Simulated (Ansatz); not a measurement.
## CdSe: energy along a strain

CdSe, P6_3mc, a = 4.298 Å, c = 7.015 Å (as given, not relaxed at this level: 1.5 GPa, forces to 0.02 eV/Å). Ansatz: r2SCAN, PAW, 500 eV, Γ-centred 6×6×4 mesh on 4 atoms, Gaussian smearing 0.05 eV; no spin polarisation. Cell vectors (Å): 4.298 0.000 0.000; -2.149 3.723 0.000; 0.000 0.000 7.015. The cell is strained by x per cent times the pattern (0 0 0 0 0 1) in the order xx yy zz yz xz xy (engineering shears), with fractional coordinates held. y is the free energy over the start, V0 = 28.064 Å³/atom. Symmetry makes y even in x. Points with a strain past 8.5 % were computed too (4) and aren't used here.

| x (%) | y (meV/atom) |
| --- | --- |
| -7.50 | 18.26 |
| 0.00 | 0.00 |
| 1.87 | 1.13 |
| 3.75 | 4.55 |
| 5.62 | ? |

**Question.** Fit y = c2 x² + c4 x⁴ to the other rows, get the stiffness along the pattern, and predict the missing energy.

**Answer.** Least squares on the rows shown. y = 0.32319 x² + 2.5529×10⁻⁵ x⁴. The clamped-ion stiffness p·C·p = 2 × 3.232 eV × 160.2 / 28.064 Å³ = 37 GPa, which is C66 in these axes (second derivative at the start, which stands under stress). At x = 5.62 the fit asked for gives 10.23 meV/atom. The run gave 10.24 meV/atom, so the fit is 0.01 meV/atom too low, a small miss on the scale of the series.